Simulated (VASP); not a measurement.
Wanted: the native input for a VASP 6.6.1 run.

```
Task                   : relaxation of cell and atoms
Functional             : LDA
Potentials or basis    : VASP PAW LDA potentials, release 64 (Si)
Cutoff                 : 600 eV
k mesh                 : 10 × 10 × 10
Occupations            : gaussian, width 0.02 eV
Spin                   : no spin polarisation
Dipole correction      : no
Further INCAR settings : ALGO = Normal; EDIFF = 1e-06; IBRION = 2; EDIFFG = -0.002; NSW = 100; ISIF = 3
```

The structure of Si lies in POSCAR:

```
Si
1.0
    0.0000000000      2.7200000000      2.7200000000
    2.7200000000      0.0000000000      2.7200000000
    2.7200000000      2.7200000000      0.0000000000
Si
2
Direct
    0.0000000000      0.0000000000      0.0000000000
    0.2500000000      0.2500000000      0.2500000000
```

The cell was built by a generator and needn't be a form met in nature.

One way to write it, as run:

INCAR

```
PREC = Accurate
ENCUT = 600
EDIFF = 1E-6
ISMEAR = 0
SIGMA = 0.02
LREAL = F
LASPH = T
NELM = 100
ALGO = Normal
ISIF = 3
LWAVE = F
LCHARG = F
IBRION = 2
NSW = 100
EDIFFG = -0.002
```

KPOINTS

```
Automatic mesh
0
Gamma
  10 10 10
```

Potentials or basis: VASP PAW LDA potentials, release 64 (Si).

Run with:

```bash
$ cat potpaw_LDA.64/Si/POTCAR > POTCAR
$ mpirun -np 1 vasp_std > vasp.out
```

Results of the run:

* Relaxed volume: 19.72 Å³/atom
* Relaxed cell: a = 3.821 Å, b = 3.821 Å, c = 3.821 Å, α = 60.00°, β = 60.00°, γ = 60.00°
* Space group after relaxing (to 0.05 Å): Fd-3m (No. 227)
* Energy gained by relaxing: 2.5 meV/atom
* Ionic steps: 3
* Pressure after relaxing: 0.0 GPa
* Band gap on the k mesh: 0.45 eV, indirect (least direct gap 2.53 eV)

Wall time 21 s on 1 thread of Intel(R) Xeon(R) 6975P-C (Granite Rapids), with other jobs on the host, peak memory 0.16 GiB.
